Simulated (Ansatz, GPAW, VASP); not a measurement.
# TiC: 3 runs at one level of theory

```
CELL_PARAMETERS angstrom
0.00000 2.16572 2.16572
2.16572 0.00000 2.16572
2.16572 2.16572 0.00000
ATOMIC_POSITIONS crystal
Ti 0.00000 0.00000 0.00000
C 0.50000 0.50000 0.50000
```

The cell is a database's computed one, not the measured one.

Alike in all runs: task single point; functional RPBE; k mesh 11 × 11 × 11; occupations gaussian, width 0.02 eV; no spin polarisation; no spin-orbit coupling. Pressure is positive in compression and, in plane waves, holds the error of the finite cutoff.

```tsv
program and potentials	plane-wave cutoff (eV)	notes	pressure (GPa)
VASP, PBE PAW files C_GW, Ti_sv_GW, 550 eV	550	potentials made for PBE	3.38
Ansatz, all-electron LAPW, scalar-relativistic	-	-	4.75
GPAW, the program's PAW data sets (release 1.2.1) made for this functional	800	-	5.60
```

The pressure spans 3.38 (VASP, PBE PAW files C_GW, Ti_sv_GW, 550 eV) to 5.60 GPa (GPAW, the program's PAW data sets (release 1.2.1) made for this functional), with all-electron results at 4.75.

Differences between rows come from potentials, basis sets and numerical settings, since the functional is the same but for its coding. Runs on potential files found faulty are left out.

All three runs put TiC under compression at this cell, so RPBE would favour a larger lattice parameter. The sign is common to every row, but the size is less certain: the all-electron value of 4.75 GPa lies between the two PAW results. The expansion fits the known character of RPBE, whose exchange enhancement rises more steeply with the density gradient than that of PBE. This favours inhomogeneous densities, weakens bonds and usually lengthens them. The cell was therefore probably relaxed with a more strongly binding functional.

TiC is stiff because covalent Ti 3d–C 2p bonding, supplemented by ionic attraction, resists changes in the short Ti–C contacts. A modest mismatch in lattice parameter thus produces a pressure of several GPa, and the spread between programs corresponds to only a small difference in equilibrium volume. The lower VASP value may reflect the PBE-derived potentials or residual basis-set stress, which these runs cannot separate. A pressure at one volume gives neither the equilibrium lattice parameter nor the bulk modulus.
